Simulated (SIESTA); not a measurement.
**BN under changes of volume**

One of the cells (9.145 Å³/atom); the others are scaled copies at fixed shape and fractional positions:

```xyz
2
Lattice="1.2511 0.7223 3.3729 -1.2511 0.7223 3.3729 0.0000 -1.4447 3.3729" Properties=species:S:1:pos:R:3 pbc="T T T"
N     0.0000    0.0000    6.7517
B     0.0000    0.0000    0.0033
```

The cell is a database's computed one.

```yaml
Program: SIESTA 5.4.2
Functional: PBEsol
Potentials_or_basis: PseudoDojo 0.4 standard (PBEsol files)
Basis: DZP (energy shift 0.003 Ry)
Grid_cutoff: 800 Ry
Energy_shift: 0.003 Ry
k_mesh: 12 × 12 × 12
Occupations: fermi-dirac, width 0.05 eV
Spin: no spin polarisation
```

| volume (Å³/atom) | energy over the lowest point (meV/atom) | pressure (GPa) | gap on the mesh (eV) | largest force (eV/Å) |
| --- | --- | --- | --- | --- |
| 8.596 | ? | ? | ? | ? |
| 8.779 | 27.57 | 16.5 | 4.21 | 0.001 |
| 8.962 | 12.12 | 10.6 | 4.19 | 0.002 |
| 9.145 | 3.11 | 5.2 | 4.16 | 0.004 |
| 9.328 | 0.00 | 0.3 | 4.14 | 0.004 |
| 9.510 | 2.32 | -4.2 | 4.11 | 0.006 |
| 9.693 | 9.52 | -8.3 | 4.08 | 0.007 |

What does the run at 8.596 Å³/atom give?

Energy over the lowest point 50.00 meV/atom; pressure 22.9 GPa; gap on the mesh 4.24 eV; largest force 0.003 eV/Å.

Worked out: A Birch-Murnaghan fit of order 3 (a polynomial in V^(-2/3)) to the other rows has its minimum at 9.34 Å³/atom with B0 = V·E''(V) = 240 GPa and B' = 3.5 at fixed shape and positions, which overstates the stiffness. It gives 50.11 meV/atom at 8.596 Å³/atom, against the run's 50.00, and -dE/dV = 23.0 GPa, against 22.9. A straight line through the other rows of the gap, of slope -1.31 eV per unit of ln V, extrapolates to 4.24 eV, against the run's 4.24.

Energies are extrapolated to zero smearing.

Caveats: the basis of atomic orbitals isn't converged, which shifts pressures, moduli and gaps.

A mesh can miss the band edges.
